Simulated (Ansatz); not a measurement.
The calculation used DFT r2SCAN, scalar-relativistic, plane waves, PAW in Ansatz 0.2.0. All cells share a 500 eV cutoff and Γ-centred k meshes spaced at most 0.3 Å⁻¹ (0.19 for metals, 2π included).

These are static lattice energies at zero pressure. The comparison covers the computed candidates alone. The k mesh leaves about 4 meV/atom of noise in metals. No run is spin-polarised.

(1) Which is lower for SnO, the litharge (Sn on Pb sites) or the caesium chloride structure, and by how much?

## Answers

(1) The litharge (Sn on Pb sites) structure, by 951 meV/atom. It takes 17.9 Å³/atom against 14.9.